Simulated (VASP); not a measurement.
The system is GaAs.

```
Ga As
1.0
     0.00000    2.82685    2.82685
     2.82685    0.00000    2.82685
     2.82685    2.82685    0.00000
Ga As
1 1
Direct
  0.00000 0.00000 0.00000
  0.25000 0.25000 0.25000
```

| Quantity | Value |
| --- | --- |
| Program | VASP 6.6.1 |
| Task | relaxation of cell and atoms |
| Functional | LDA |
| Potentials or basis | VASP PAW LDA potentials, release 64 (Ga_d, As) |
| Cutoff | 600 eV |
| k mesh | 10 × 10 × 10 |
| Occupations | gaussian, width 0.03 eV |
| Spin | no spin polarisation |

At the start: pressure -1.6 GPa; volume 22.59 Å³/atom.

**Question.** How do energy, volume and symmetry change on relaxing?

**Answer.** Over 3 steps the energy falls by 2.7 meV/atom and the volume is 22.08 Å³/atom (-2.3 %); space group F-43m (No. 216, to 0.05 Å).

The path:
```
step  energy change (eV)  largest force (eV/Å)  pressure (GPa)  volume (Å³)
   1              0.0000                0.0000           -1.63        45.18
   2             -0.0042                0.0000            0.76        43.69
   3             -0.0053                0.0000            0.01        44.15
```

Final structure:
```xyz
2
Lattice="0.0000 2.8053 2.8053 2.8053 0.0000 2.8053 2.8053 2.8053 0.0000" Properties=species:S:1:pos:R:3 pbc="T T T"
Ga    0.0000    0.0000    0.0000
As    1.4027    1.4027    1.4027
```
